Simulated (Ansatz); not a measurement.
NaCl (CsCl type), relaxed with r2SCAN, was run in Ansatz under altered settings. All numbers are computed, without spin polarisation but where a row says otherwise.

```
Na Cl
1.0
     3.45955    0.00000    0.00000
     0.00000    3.45955    0.00000
     0.00000    0.00000    3.45955
Na Cl
1 1
Cartesian
  0.0000 0.0000 0.0000
  1.7298 1.7298 1.7298
```

The base run's other keys:
```yaml
kpoints:
  mp_grid: { grid: [4, 4, 4] }
hamiltonian:
  xc: hse06
scf:
  occupations: { method: fixed }
  n_extra_bands: 4
```

It takes 10 iterations with 799 plane waves at 420 eV and 10 k points, and leaves a mean stress of +0.65 GPa. The gap over this mesh is 5.430 eV. It ran on 4 threads of Arm Neoverse N1, with other jobs on the host.

Outcomes, with energy and stress as changes against the base:
```
                                    setting            outcome  ΔF (meV/atom)  Δ mean stress (GPa)  gap on the mesh (eV)  iterations  wall time
  PBE hybrid, exx coeff 0.75, omega 0.5 1/Å          converged              –                 -0.8                 6.308          14      6.5 s
PBE hybrid, exx coeff 1.0, omega 0.2078 1/Å          converged              –                 -1.6                 9.685          17      6.7 s
                         hamiltonian.xc: hf          converged              –                 +2.3                12.669          17      6.4 s
   PBE hybrid, exx coeff 0.5, omega 0.3 1/Å          converged              –                 -0.5                 6.327          14      6.5 s
                         basis.ecutwfc: 200  converged, warned          +1587                 -0.8                 5.346          11      2.8 s
```
A dash marks a value that wasn't obtained or can't be compared. Stress is positive in compression. The base took 5.6 s.

- PBE hybrid, exx coeff 0.75, omega 0.5 1/Å. That is 75 % exact exchange, screened with ω = 0.5 1/Å, against HSE06's 25 % screened at 0.208 1/Å. The mean stress moves by -0.8 GPa and the gap on the mesh by +0.878 eV (to 6.308). Totals of different functionals aren't comparable.
- PBE hybrid, exx coeff 1.0, omega 0.2078 1/Å. That is 100 % exact exchange, screened with ω = 0.2078 1/Å, against HSE06's 25 % screened at 0.208 1/Å. The mean stress moves by -1.6 GPa and the gap on the mesh by +4.255 eV (to 9.685). Totals of different functionals aren't comparable.
- hamiltonian.xc: hf. The mean stress moves by +2.3 GPa and the gap on the mesh by +7.238 eV (to 12.669). It's another functional on the same cell, so totals aren't comparable.
- basis.ecutwfc: 200. 251 plane waves in place of 799. The free energy moves by +1587 meV an atom, the mean stress by -0.8 GPa and the gap on the mesh by -0.085 eV (to 5.346). The basis is too small: these are errors of the cutoff. Warned: cutoff below recommended.

The program warns that its thresholds are loose for a hybrid's stress.

The meshes of the hybrids are coarse, so their gaps aren't converged to the digits shown.
